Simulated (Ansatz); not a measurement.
Here is an Ansatz 0.2.0 calculation.

The input input.yaml:

```yaml
crystal:
  lattice:
    - [0.0, 2.7218511865, 2.7218511865]
    - [2.7218511865, 0.0, 2.7218511865]
    - [2.7218511865, 2.7218511865, 0.0]
  atoms:
    - { symbol: Si, position: [0.5, 0.5, 0.5] }
    - { symbol: Si, position: [0.75, 0.75, 0.75] }
hamiltonian:
  xc: { exchange: slater, correlation: vwn5 }
  pseudopotentials: { kind: paw, xc_functional: lda, accuracy: standard }
kpoints:
  mp_grid: { grid: [8, 8, 8] }
scf:
  occupations: { method: fermi_dirac, width: 0.05 }
output:
  forces: true
  stress: true
  eigenvalues: true
  xc_energy_on_converged_density: [lda, pbe, pbesol, rpbe, revpbe, blyp, r2scan]
accuracy: high
```

Potentials or basis: JTH PAW LDA.

The run is started by

```sh
$ ansatz run input.yaml --threads 1 --pin off --max-ram 2560MiB --backend cpu --events-out ev --progress --plain --runs-dir out
```

(1) Predict the pressure.

(2) Predict the band gap on the k mesh.

Results:

(1) -2.2 GPa.

(2) 0.53 eV, indirect (least direct gap 2.53 eV).
